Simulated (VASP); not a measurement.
## CdTe: single point with PBE

**Experimental background.**

A printed reference work, data compilation reports, for a bulk crystal of CdTe at 0 K: band gap 1.607 eV.

Crystal: CdTe.

```
Cd Te
1.0
     0.00000    3.27990    3.27990
     3.27990    0.00000    3.27990
     3.27990    3.27990    0.00000
Cd Te
1 1
Cartesian
  0.0000 0.0000 0.0000
  1.6400 1.6400 1.6400
```

| Property | Result |
| --- | --- |
| Program | VASP 6.6.1 |
| Task | single point |
| Functional | PBE |
| Potentials or basis | VASP PAW PBE potentials, release 64 (Cd, Te) |
| Cutoff | 520 eV |
| k mesh | 4 × 4 × 4 |
| Occupations | gaussian, width 0.2 eV |
| Spin | no spin polarisation |
| Dipole correction | no |
| Further INCAR settings | ALGO = Normal; EDIFF = 1e-06; NBANDS = 16 |

* Pressure: 1.3 GPa
* Band gap on the k mesh: 0.65 eV, direct

Levels at points of the mesh, in eV from the valence-band top:
```tsv
k point	band 7	band 8	band 9	band 10	band 11	band 12
(0.00, 0.00, 0.00)	0.00	0.00	0.00	0.65	4.61	4.61
(0.50, 0.00, 0.00)	-4.23	-0.73	-0.73	1.77	5.18	5.18
(0.50, 0.50, 0.00)	-4.15	-1.75	-1.75	2.66	2.67	8.65
```

Wall time 10 s on 1 thread of Intel Xeon 6975P-C, on a shared host, peak memory 0.2 GiB.

Measured gap of CdTe: 1.607 eV (0 K; a printed reference work, data compilation). This calculation gives 0.65 eV (-0.96 eV). Spin-orbit coupling on Cd, Te is left out. The value is that of PBE, without temperature or zero-point motion. Semilocal functionals fall short of measured gaps as a rule.

Caveat: spin-orbit coupling is left out, which moves the levels of the heavy elements.
